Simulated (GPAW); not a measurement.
**GaN: single point with PBE**

GaN:

```
Ga N
1.0
     3.09283    0.00000    0.00000
    -1.54642    2.67847    0.00000
     0.00000    0.00000    5.02439
Ga N
2 2
Direct
  0.66667 0.33333 0.50000
  0.33333 0.66667 0.00000
  0.66667 0.33333 0.87500
  0.33333 0.66667 0.37500
```

The cell isn't the ideal one: volume scaled by 0.92.

| Item | Value |
| --- | --- |
| Program | GPAW 26.7.0 |
| Task | single point |
| Functional | PBE |
| Potentials or basis | GPAW PAW data sets (gpaw-data 1.2.1) |
| Cutoff | 600 eV |
| Basis | pw |
| k mesh | 8 × 8 × 5 |
| Occupations | fermi-dirac, width 0.01 eV |
| Spin | no spin polarisation |
| Maxiter | 150 |

```json
{
 "Pressure": "34.4 GPa",
 "Largest force": "0.222 eV/Å",
 "Band gap on the k mesh": "2.64 eV, direct"
}
```

Forces in eV/Å, atoms in the order of the input:
```
Ga   0.000  0.000 -0.222
Ga   0.000  0.000 -0.222
N    0.000  0.000  0.219
N    0.000  0.000  0.219
```

Stress tensor (GPa, compression positive):
```
33.37  0.00  0.00
 0.00 33.37  0.00
 0.00  0.00 36.50
```

Levels at points of the mesh, in eV from the valence-band top:
```
           k point  band 4  band 5  band 6  band 7  band 8  band 9  band 10  band 11  band 12  band 13
(0.00, 0.00, 0.00)   -1.16   -1.16   -0.06    0.00    0.00    2.64     4.98     9.87    10.53    10.53
(0.50, 0.50, 0.00)   -5.62   -4.65   -3.04   -2.55   -1.08    5.41     6.12     6.53     9.53    10.90
```

It took 24 s on 1 thread of Arm Neoverse V1, on a shared host, peak memory 0.16 GiB.

Caveat: the cutoff is short for stress and forces, so pressures can be off by a GPa or more.
